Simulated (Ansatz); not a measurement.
The cell is CdS built on the zincblende prototype; cell and atoms were relaxed with r2SCAN. Space group F-43m (No. 216), cubic; a = 5.878 Å in the conventional setting, 25.39 Å³ an atom. Cd has 4 S at 2.55 Å; S has 4 Cd at 2.55 Å.

```cif
data_structure
_symmetry_space_group_name_H-M 'F-43m'
_symmetry_Int_Tables_number 216
_cell_length_a 5.8784
_cell_length_b 5.8784
_cell_length_c 5.8784
_cell_angle_alpha 90.000
_cell_angle_beta 90.000
_cell_angle_gamma 90.000
_cell_volume 203.13
loop_
_atom_site_label
_atom_site_type_symbol
_atom_site_symmetry_multiplicity
_atom_site_Wyckoff_symbol
_atom_site_fract_x
_atom_site_fract_y
_atom_site_fract_z
_atom_site_occupancy
Cd1 Cd 4 a 0.00000 0.00000 0.00000 1
S1 S 4 d 0.25000 0.25000 0.75000 1
```

3 runs of Ansatz 0.2.0 on this cell differ in the functional (and in the settings that go with it). Levels are in eV from each run's valence top; v1 is the last filled band, c1 the first empty one.

Run A, mean stress +1.4 GPa (compression positive):

| point | v2 | v1 | c1 | c2 |
| --- | --- | --- | --- | --- |
| Γ | 0.00 | 0.00 | 1.10 | 6.53 |
| X | -1.80 | -1.80 | 3.60 | 4.32 |
| U | -2.43 | -1.46 | 4.24 | 5.39 |
| L | -0.72 | -0.72 | 2.98 | 6.99 |
| W | -2.16 | -2.10 | 5.32 | 5.43 |

Run B, mean stress +0.2 GPa (compression positive):

| point | v2 | v1 | c1 | c2 |
| --- | --- | --- | --- | --- |
| Γ | 0.00 | 0.00 | 2.11 | 7.70 |
| X | -1.93 | -1.93 | 4.49 | 5.45 |
| U | -2.61 | -1.57 | 5.25 | 6.59 |
| L | -0.77 | -0.77 | 4.07 | 8.14 |
| W | -2.29 | -2.29 | 6.41 | 6.66 |

Run C, mean stress 0.0 GPa (compression positive):

| point | v2 | v1 | c1 | c2 |
| --- | --- | --- | --- | --- |
| Γ | 0.00 | 0.00 | 1.54 | 7.07 |
| X | -1.84 | -1.84 | 3.89 | 4.74 |
| U | -2.48 | -1.49 | 4.61 | 5.82 |
| L | -0.73 | -0.73 | 3.44 | 7.47 |
| W | -2.20 | -2.16 | 5.73 | 5.86 |

Question: Match the runs to PBE, r2SCAN, HSE06.

Answer: A is PBE, B is HSE06, C is r2SCAN. In order of the gap: PBE 1.10, r2SCAN 1.54, HSE06 2.11 eV.

Calculated for a static, non-magnetic cell.

The runs are scalar-relativistic, without spin-orbit coupling.

The program warns that its thresholds are loose for a hybrid's stress.

The meshes of the hybrids are coarse, so their gaps aren't converged to the digits shown.
